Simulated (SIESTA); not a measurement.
Crystal: CdSe.

```
Cd Se
1.0
     0.00000    2.87396    2.87396
     2.87396    0.00000    2.87396
     2.87396    2.87396    0.00000
Cd Se
1 1
Direct
  0.00000 0.00000 0.00000
  0.50000 0.50000 0.50000
```

Measurements of this composition are mostly on another form, of space group No. 186.

| Item | Value |
| --- | --- |
| Program | SIESTA 5.4.2 |
| Task | single point |
| Functional | PBE |
| Potentials or basis | PseudoDojo 0.4 standard (PBE files) |
| Basis | DZP (energy shift 0.002 Ry) |
| Grid cutoff | 800 Ry |
| Energy shift | 0.002 Ry |
| k mesh | 8 × 8 × 8 |
| Occupations | fermi-dirac, width 0.05 eV |
| Spin | no spin polarisation |

On this cell: pressure 0.5 GPa; largest force zero by symmetry; band gap on the k mesh none (metal or under the smearing width).

The same run follows on a disturbed copy (atoms moved at random, drawn with an rms of 0.05 Å):

```
Cd Se
1.0
     0.00000    2.87396    2.87396
     2.87396    0.00000    2.87396
     2.87396    2.87396    0.00000
Cd Se
1 1
Direct
  0.98646 0.00218 0.01217
  0.49273 0.50827 0.48448
```

Q: What changes?

A: The energy (extrapolated to zero smearing) moves by +3.2 meV/atom; pressure 0.7 GPa; largest force 0.140 eV/Å; band gap on the k mesh none (metal or under the smearing width).

Forces on the atoms (eV/Å):
```
Cd  -0.092 -0.091  0.051
Se   0.092  0.091 -0.051
```

Stress tensor (GPa, compression positive):
```
 0.81 -0.03  0.03
-0.03  0.80  0.03
 0.03  0.03  0.61
```

Caveats: semicore shells carry a single zeta, which can move pressures by several GPa and volumes by a few percent; the basis of atomic orbitals isn't converged, which shifts pressures, moduli and gaps.
